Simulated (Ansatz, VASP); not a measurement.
**C in VASP and in Ansatz**

INCAR

```
  PREC = Accurate
  ENCUT = 520
  EDIFF = 1E-6
  ISMEAR = 0
  SIGMA = 0.1
  LREAL = F
  LASPH = T
  NELM = 150
  ALGO = Normal
  ISIF = 2
  LWAVE = F
  LCHARG = F
  ISPIN = 2
  MAGMOM = 1 1 1
  LORBIT = 11
  GGA = PE
  NBANDS = 17
```

File KPOINTS:

```
Automatic mesh
0
Gamma
  8 8 4
```

File POSCAR:

```
C
1.0
    1.9571503400      0.0000000000      0.0000000000
    0.0000000000      1.9571503400      0.0000000000
    0.0000000000      0.0000000000      4.1998251500
C
3
Direct
    0.0000000000      0.0000000000      0.5249272200
    0.0000000000      0.0000000000      0.8998826900
    0.5000000000      0.5000000000      0.3692162500
```

Input for Ansatz:

```yaml
crystal:
  lattice:
    - [1.95715034, 0.0, 0.0]
    - [0.0, 1.95715034, 0.0]
    - [0.0, 0.0, 4.19982515]
  atoms:
    - { symbol: C, position: [0.0, 0.0, 0.52492722], spin: 1.0 }
    - { symbol: C, position: [0.0, 0.0, 0.89988269], spin: 1.0 }
    - { symbol: C, position: [0.5, 0.5, 0.36921625], spin: 1.0 }
basis:
  ecutwfc: 420
kpoints:
  mp_grid: { grid: [8, 8, 4] }
hamiltonian:
  xc: pbe
scf:
  occupations: { method: gaussian, width: 0.1 }
  lower_state_search: "off"
output:
  forces: true
  stress: true
  eigenvalues: true
  populations: true
magnetization:
  spin_polarized: true
```

Alike in both runs: task single point; functional PBE; k mesh 8 × 8 × 4; occupations gaussian, width 0.1 eV; collinear spin.

|  | VASP | Ansatz |
| --- | --- | --- |
| version | VASP 6.6.1 | Ansatz 0.2.0 |
| potentials or method | VASP PAW PBE potentials, release 64 (C) | scalar-relativistic, plane waves, PAW |
| plane-wave cutoff (eV) | 520 | 420 |
| valence electrons in the cell | 12 | 12 |

```tsv
	VASP	Ansatz	Ansatz less VASP
gap on the k mesh at the Fermi level (eV)	none	none	-
rms of the force components (eV/Å)	1.072	1.081	+0.0085
net moment per atom (μB)	0.00	0.00	0.000
```

Atom by atom the forces differ by 0.019 eV/Å (rms over components). A gap of «none» marks a metal or a gap that the smearing closes. Ansatz warned: «seeded_moment_not_kept».

Caveats: the k mesh is coarse (spacing up to 0.40 Å⁻¹), so the values aren't converged; forces of over 1 eV/Å show positions far from the minimum, so gaps and moduli don't describe the material at rest.
